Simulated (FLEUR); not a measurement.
# CoSi (P2_13) in FLEUR: band structure with LDA (Wigner correlation)

Aim: the band structure of CoSi with LDA (Wigner correlation).

All numbers are computed with FLEUR MaX-R8.1 (later development tree); they aren't measurements. Logs are shortened: lines on timing, memory, paths and dates and some standing lists are left out, and cuts for length are marked.

### 1 The crystal as given

Symmetry: P2_13, No. 198, cubic system. Conventional cell: a = 4.438 Å, b = 4.438 Å, c = 4.438 Å, α = 90.00°, β = 90.00°, γ = 90.00°. Co (site symmetry 3) has 7 Si at 2.28 to 2.47 Å as nearest neighbours. Around Si (site symmetry 3) lie 7 Co at 2.28 to 2.47 Å.

### 2 Band structure, LDA (Wigner correlation), collinear spin, ferromagnetic start

File inp.xml:

```xml
<?xml version="1.0" encoding="UTF-8" standalone="no"?>
<fleurInput fleurInputVersion="0.39">
   <comment>
      CoSi                                                                                                
   </comment>
   <calculationSetup>
      <cutoffs Kmax="5.24" Gmax="16.2" GmaxXC="16.2" numbands="0"/>
      <scfLoop itmax="60" minDistance="0.00001" maxIterBroyd="15" imix="Anderson" alpha="0.05" precondParam="0.0" spinf="2.0" sdNocoIR="T"/>
      <coreElectrons ctail="T" frcor="F" kcrel="0" coretail_lmax="0"/>
      <xcFunctional name="wign" relativisticCorrections="F"/>
      <magnetism jspins="2"/>
      <soc l_soc="F" theta="0.0" phi="0.0" spav="F"/>
      <expertModes spex="0" secvar="F"/>
      <geometryOptimization l_f="F" forcealpha="1.0" forcemix="BFGS" epsdisp="0.00001" epsforce="0.00001"/>
      <ldaU l_linMix="F" mixParam="0.05" spinf="1.0"/>
   </calculationSetup>
   <cell>
      <bzIntegration valenceElectrons="116.0" mode="hist" fermiSmearingEnergy="0.00183747">
         <kPointListSelection listName="default-1"/>
         <!-- k-points included here -->
         <xi:include xmlns:xi="http://www.w3.org/2001/XInclude" href="kpts.xml"> </xi:include>
      </bzIntegration>
      <!-- symmetry operations included here -->
[... 44 lines left out ...]
         <relPos label="                   1">-.1400000000 -9.000/25.000 9.000/25.000</relPos>
         <relPos label="                   2">-9.000/25.000 9.000/25.000 -.1400000000</relPos>
         <relPos label="                   3">9.000/25.000 -.1400000000 -9.000/25.000</relPos>
         <relPos label="                   4">.1400000000 .1400000000 .1400000000</relPos>
         <force calculate="T" relaxXYZ="TTT"/>
      </atomGroup>
      <atomGroup species="Silicon (Si)">
         <relPos label="                   5">.1570000000 .3430000000 -.3430000000</relPos>
         <relPos label="                   6">.3430000000 -.3430000000 .1570000000</relPos>
         <relPos label="                   7">-.3430000000 .1570000000 .3430000000</relPos>
         <relPos label="                   8">-.1570000000 -.1570000000 -.1570000000</relPos>
         <force calculate="T" relaxXYZ="TTT"/>
      </atomGroup>
   </atomGroups>
   <output dos="F" band="F" slice="F">
      <checks vchk="F" cdinf="F"/>
      <bandDOS minEnergy="-.5*Htr" maxEnergy="0.5*Htr" sigma="0.015" storeEVData="T"/>
      <vacuumDOS vacdos="F" integ="F" star="F" nstars="0" locx1="0.0" locy1="0.0" locx2="0.0" locy2="0.0" nstm="0" tworkf="0.0"/>
      <unfoldingBand unfoldBand="F" supercellX="1" supercellY="1" supercellZ="1"/>
      <plotting iplot="0" polar="F">
         <plot TwoD="T" vec1="  1.0  0.0  0.0" vec2="  0.0  1.0  0.0" vec3="  0.0  0.0  1.0" zero="  0.0  0.0  0.0" file="plot"/>
      </plotting>
      <chargeDensitySlicing numkpt="0" minEigenval="0.0" maxEigenval="0.0" nnne="0" pallst="F"/>
      <specialOutput eonly="F"/>
      <moessbauerParams electricFieldGradient="T" isomerShift="T" coreHyperfine="T" valenceHyperfine="T"/>
      <magneticCircularDichroism mcd="F" energyLo="-10.0" energyUp="0.0"/>
   </output>
  <!-- We include the file relax.xml here to enable relaxations (see documentation) -->
  <xi:include xmlns:xi="http://www.w3.org/2001/XInclude" href="relax.xml"> <xi:fallback/> </xi:include>
</fleurInput>
```

File crystal.txt:

```
CoSi
&input cartesian=F /
4.4380000000  0.0000000000  0.0000000000
0.0000000000  4.4380000000  0.0000000000
0.0000000000  0.0000000000  4.4380000000
1.8897261246
1.0 1.0 1.0

8
27 0.8600000000  0.6400000000  0.3600000000 : 2.000
27 0.6400000000  0.3600000000  0.8600000000 : 2.000
27 0.3600000000  0.8600000000  0.6400000000 : 2.000
27 0.1400000000  0.1400000000  0.1400000000 : 2.000
14 0.1570000000  0.3430000000  0.6570000000
14 0.3430000000  0.6570000000  0.1570000000
14 0.6570000000  0.1570000000  0.3430000000
14 0.8430000000  0.8430000000  0.8430000000

&kpt div1=6 div2=6 div3=6 gamma=T /
```

File inp.xml (bands):

```
<?xml version="1.0" encoding="UTF-8" standalone="no"?>
<fleurInput fleurInputVersion="0.39">
   <comment>
      CoSi                                                                                                
   </comment>
   <calculationSetup>
      <cutoffs Kmax="5.24" Gmax="16.2" GmaxXC="16.2" numbands="0"/>
      <scfLoop itmax="60" minDistance="0.00001" maxIterBroyd="15" imix="Anderson" alpha="0.05" precondParam="0.0" spinf="2.0" sdNocoIR="T"/>
      <coreElectrons ctail="T" frcor="F" kcrel="0" coretail_lmax="0"/>
      <xcFunctional name="wign" relativisticCorrections="F"/>
      <magnetism jspins="2"/>
      <soc l_soc="F" theta="0.0" phi="0.0" spav="F"/>
      <expertModes spex="0" secvar="F"/>
      <geometryOptimization l_f="F" forcealpha="1.0" forcemix="BFGS" epsdisp="0.00001" epsforce="0.00001"/>
      <ldaU l_linMix="F" mixParam="0.05" spinf="1.0"/>
   </calculationSetup>
   <cell>
      <bzIntegration valenceElectrons="116.0" mode="hist" fermiSmearingEnergy="0.00183747">
         <kPointListSelection listName="path-1"/>
         <!-- k-points included here -->
         <xi:include xmlns:xi="http://www.w3.org/2001/XInclude" href="kpts.xml"> </xi:include>
      </bzIntegration>
      <!-- symmetry operations included here -->
[... 44 lines left out ...]
         <relPos label="                   1">-.1400000000 -9.000/25.000 9.000/25.000</relPos>
         <relPos label="                   2">-9.000/25.000 9.000/25.000 -.1400000000</relPos>
         <relPos label="                   3">9.000/25.000 -.1400000000 -9.000/25.000</relPos>
         <relPos label="                   4">.1400000000 .1400000000 .1400000000</relPos>
         <force calculate="T" relaxXYZ="TTT"/>
      </atomGroup>
      <atomGroup species="Silicon (Si)">
         <relPos label="                   5">.1570000000 .3430000000 -.3430000000</relPos>
         <relPos label="                   6">.3430000000 -.3430000000 .1570000000</relPos>
         <relPos label="                   7">-.3430000000 .1570000000 .3430000000</relPos>
         <relPos label="                   8">-.1570000000 -.1570000000 -.1570000000</relPos>
         <force calculate="T" relaxXYZ="TTT"/>
      </atomGroup>
   </atomGroups>
   <output dos="F" band="T" slice="F">
      <checks vchk="F" cdinf="F"/>
      <bandDOS minEnergy="-.5*Htr" maxEnergy="0.5*Htr" sigma="0.015" storeEVData="T"/>
      <vacuumDOS vacdos="F" integ="F" star="F" nstars="0" locx1="0.0" locy1="0.0" locx2="0.0" locy2="0.0" nstm="0" tworkf="0.0"/>
      <unfoldingBand unfoldBand="F" supercellX="1" supercellY="1" supercellZ="1"/>
      <plotting iplot="0" polar="F">
         <plot TwoD="T" vec1="  1.0  0.0  0.0" vec2="  0.0  1.0  0.0" vec3="  0.0  0.0  1.0" zero="  0.0  0.0  0.0" file="plot"/>
      </plotting>
      <chargeDensitySlicing numkpt="0" minEigenval="0.0" maxEigenval="0.0" nnne="0" pallst="F"/>
      <specialOutput eonly="F"/>
      <moessbauerParams electricFieldGradient="T" isomerShift="T" coreHyperfine="T" valenceHyperfine="T"/>
      <magneticCircularDichroism mcd="F" energyLo="-10.0" energyUp="0.0"/>
   </output>
  <!-- We include the file relax.xml here to enable relaxations (see documentation) -->
  <xi:include xmlns:xi="http://www.w3.org/2001/XInclude" href="relax.xml"> <xi:fallback/> </xi:include>
</fleurInput>
```

Potentials or basis: all-electron, FLAPW.

The run is started by

```sh
$ inpgen -f crystal.txt -profile fastHighL
$ # inp.xml edited to the form shown
$ fleur_MPI
$ fleur_MPI   # second run, on inp.xml (bands)
```

What it wrote:

```text
Welcome to FLEUR        (www.flapw.de)
      MaX-Release 8.1          (www.max-centre.eu)

 ========== k-point set info ==========
 Selected k-point list: default-1
 k-point list type: mesh
 6 x 6 x 6
 Number of k points: 24

 ------------Calculation Setup---------------------------
 Number of MPI-tasks      :            1
 Number of PE/node        :            1
 Number of OMP-threads    :            1
 Most efficient MPI parallelization for:
           1           2           3           4           6           8          12          24
 Additional eigenvalue parallelization possible
 Number of basis functions:         1752
 Approximate size of matrices (H+S) per k-point:         0.091 GB
 --------------------------------------------------------
 WARNING: Wigner correlation ! Only applicable for non-spinpolarized calculations
 WARNING: Wigner correlation ! Only applicable for non-spinpolarized calculations
 WARNING: Wigner correlation ! Only applicable for non-spinpolarized calculations
 Iteration:     1   Distance:      53.06848292 me/bohr^3
 WARNING: Wigner correlation ! Only applicable for non-spinpolarized calculations
 WARNING: Wigner correlation ! Only applicable for non-spinpolarized calculations
 WARNING: Wigner correlation ! Only applicable for non-spinpolarized calculations
 Iteration:     2   Distance:      50.41505877 me/bohr^3
 WARNING: Wigner correlation ! Only applicable for non-spinpolarized calculations
 WARNING: Wigner correlation ! Only applicable for non-spinpolarized calculations
 WARNING: Wigner correlation ! Only applicable for non-spinpolarized calculations
 Iteration:     3   Distance:      37.39481381 me/bohr^3
 WARNING: Wigner correlation ! Only applicable for non-spinpolarized calculations
 WARNING: Wigner correlation ! Only applicable for non-spinpolarized calculations
 WARNING: Wigner correlation ! Only applicable for non-spinpolarized calculations
 Iteration:     4   Distance:       4.55737035 me/bohr^3
 WARNING: Wigner correlation ! Only applicable for non-spinpolarized calculations
 WARNING: Wigner correlation ! Only applicable for non-spinpolarized calculations
 WARNING: Wigner correlation ! Only applicable for non-spinpolarized calculations
 Iteration:     5   Distance:       4.02966611 me/bohr^3
 WARNING: Wigner correlation ! Only applicable for non-spinpolarized calculations
 WARNING: Wigner correlation ! Only applicable for non-spinpolarized calculations
 WARNING: Wigner correlation ! Only applicable for non-spinpolarized calculations
 Iteration:     6   Distance:       0.40046478 me/bohr^3
 WARNING: Wigner correlation ! Only applicable for non-spinpolarized calculations
 WARNING: Wigner correlation ! Only applicable for non-spinpolarized calculations
 WARNING: Wigner correlation ! Only applicable for non-spinpolarized calculations
 Iteration:     7   Distance:       0.30385797 me/bohr^3
 WARNING: Wigner correlation ! Only applicable for non-spinpolarized calculations
 WARNING: Wigner correlation ! Only applicable for non-spinpolarized calculations
 WARNING: Wigner correlation ! Only applicable for non-spinpolarized calculations
 Iteration:     8   Distance:       0.04669414 me/bohr^3
 WARNING: Wigner correlation ! Only applicable for non-spinpolarized calculations
 WARNING: Wigner correlation ! Only applicable for non-spinpolarized calculations
 WARNING: Wigner correlation ! Only applicable for non-spinpolarized calculations
 Iteration:     9   Distance:       0.03121845 me/bohr^3
 WARNING: Wigner correlation ! Only applicable for non-spinpolarized calculations
 WARNING: Wigner correlation ! Only applicable for non-spinpolarized calculations
 WARNING: Wigner correlation ! Only applicable for non-spinpolarized calculations
 Iteration:    10   Distance:       0.00765337 me/bohr^3
 WARNING: Wigner correlation ! Only applicable for non-spinpolarized calculations
 WARNING: Wigner correlation ! Only applicable for non-spinpolarized calculations
 WARNING: Wigner correlation ! Only applicable for non-spinpolarized calculations
 Iteration:    11   Distance:       0.00089046 me/bohr^3
 WARNING: Wigner correlation ! Only applicable for non-spinpolarized calculations
 WARNING: Wigner correlation ! Only applicable for non-spinpolarized calculations
 WARNING: Wigner correlation ! Only applicable for non-spinpolarized calculations
 Iteration:    12   Distance:       0.00173422 me/bohr^3
 WARNING: Wigner correlation ! Only applicable for non-spinpolarized calculations
 WARNING: Wigner correlation ! Only applicable for non-spinpolarized calculations
 WARNING: Wigner correlation ! Only applicable for non-spinpolarized calculations
 Iteration:    13   Distance:       0.00006719 me/bohr^3
 WARNING: Wigner correlation ! Only applicable for non-spinpolarized calculations
 WARNING: Wigner correlation ! Only applicable for non-spinpolarized calculations
 WARNING: Wigner correlation ! Only applicable for non-spinpolarized calculations
 Iteration:    14   Distance:       0.00003479 me/bohr^3
 WARNING: Wigner correlation ! Only applicable for non-spinpolarized calculations
 WARNING: Wigner correlation ! Only applicable for non-spinpolarized calculations
 WARNING: Wigner correlation ! Only applicable for non-spinpolarized calculations
 Iteration:    15   Distance:       0.00002450 me/bohr^3
 WARNING: Wigner correlation ! Only applicable for non-spinpolarized calculations
 WARNING: Wigner correlation ! Only applicable for non-spinpolarized calculations
 WARNING: Wigner correlation ! Only applicable for non-spinpolarized calculations
 Iteration:    16   Distance:       0.00001789 me/bohr^3
 WARNING: Wigner correlation ! Only applicable for non-spinpolarized calculations
 WARNING: Wigner correlation ! Only applicable for non-spinpolarized calculations
 WARNING: Wigner correlation ! Only applicable for non-spinpolarized calculations
 Iteration:    17   Distance:       0.00000872 me/bohr^3

 ********************************************************************
 Run finished successfully
 Stop message:
   all done
 ********************************************************************
```

Run time: 54 min. Hardware: 1 thread of Arm Neoverse V2, shared host; peak memory 0.32 GiB.

What came out:

| Item | Value |
| --- | --- |
| Free energy | -182749.2388 eV |
| Band gap along the path | none (metal or under the smearing width) |
| Net moment | 0.00 μB per cell |
| Valence electrons inside the program's atomic spheres | Co 15.79; Si 9.47 (radii Co 2.12, Si 1.87 bohr) |

Levels at the corners of the path, in eV from the Fermi level:
Spin up:
| point | band 56 | band 57 | band 58 | band 59 | band 60 | band 61 |
| --- | --- | --- | --- | --- | --- | --- |
| Γ | -0.81 | -0.04 | -0.04 | -0.04 | 2.43 | 2.43 |
| X | -0.71 | -0.51 | -0.51 | 0.96 | 0.96 | 1.43 |
| M | -1.05 | -0.07 | -0.07 | 0.53 | 0.53 | 1.95 |
| Γ | -0.81 | -0.04 | -0.04 | -0.04 | 2.43 | 2.43 |
| R | -1.27 | -0.26 | -0.26 | -0.26 | -0.26 | 5.23 |
| X | -0.71 | -0.51 | -0.51 | 0.96 | 0.96 | 1.43 |
| M | -1.05 | -0.07 | -0.07 | 0.53 | 0.53 | 1.95 |
| R | -1.27 | -0.26 | -0.26 | -0.26 | -0.26 | 5.23 |
Spin down:
```
point  band 54  band 55  band 56  band 57  band 58  band 59  band 60  band 61  band 62  band 63
    Γ    -0.94    -0.81    -0.81    -0.04    -0.04    -0.04     2.43     2.43     2.43     2.89
    X    -1.08    -0.71    -0.71    -0.51    -0.51     0.96     0.96     1.43     1.43     4.25
    M    -1.58    -1.05    -1.05    -0.07    -0.07     0.53     0.53     1.95     1.95     2.43
    Γ    -0.94    -0.81    -0.81    -0.04    -0.04    -0.04     2.43     2.43     2.43     2.89
    R    -1.27    -1.27    -1.27    -0.26    -0.26    -0.26    -0.26     5.23     5.23     5.23
    X    -1.08    -0.71    -0.71    -0.51    -0.51     0.96     0.96     1.43     1.43     4.25
    M    -1.58    -1.05    -1.05    -0.07    -0.07     0.53     0.53     1.95     1.95     2.43
    R    -1.27    -1.27    -1.27    -0.26    -0.26    -0.26    -0.26     5.23     5.23     5.23
```

Core levels (eV from the Fermi level):
```csv
atom,levels
1 Co,"1s1/2 -7566.4, 2s1/2 -888.7, 2p1/2 -771.0, 2p3/2 -756.2"
2 Co,"1s1/2 -7566.4, 2s1/2 -888.7, 2p1/2 -771.0, 2p3/2 -756.2"
3 Co,"1s1/2 -7566.4, 2s1/2 -888.7, 2p1/2 -771.0, 2p3/2 -756.2"
4 Co,"1s1/2 -7566.4, 2s1/2 -888.7, 2p1/2 -771.0, 2p3/2 -756.2"
5 Si,1s1/2 -1772.1
6 Si,1s1/2 -1772.1
```

Caveat: the starting moments collapsed, and a magnetic state may lie lower.
